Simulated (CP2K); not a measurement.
CdTe:

```
Te Cd
1.0
     4.53255    0.00000    0.00000
     2.26628    3.92531    0.00000
     2.26628    1.30844    3.70082
Te Cd
1 1
Direct
  0.75000 0.75000 0.75000
  0.00000 0.00000 0.00000
```

Base run:

* Program: CP2K 2026.2
* Functional: BLYP
* Potentials or basis: POTENTIAL_UZH Te GTH-PBE-q6, Cd GTH-PBE-q12; TZVP-MOLOPT-PBE-GTH basis
* Density cutoff: 9184 eV
* k mesh: 7 × 7 × 7
* Occupations: fermi-dirac, width 0.05 eV
* Spin: no spin polarisation

Its results: band gap on the k mesh 0.89 eV, direct; pressure 7.6 GPa.

Task: After a change of settings the same cell gave: band gap on the k mesh 0.88 eV, direct; pressure 4.9 GPa. Which change was it?
A. functional from BLYP to RPBE
B. functional from BLYP to vdW-DF2
C. functional from BLYP to MS2
D. functional from BLYP to PBE

Result: D.

PBE binds more tightly than BLYP, so the same cell stands under less pressure.

Caveats: spin-orbit coupling is left out, which moves the levels of the heavy elements; the basis of atomic orbitals isn't converged, which shifts pressures, moduli and gaps; the potentials were made for another functional, which shifts forces and pressure (some runs).
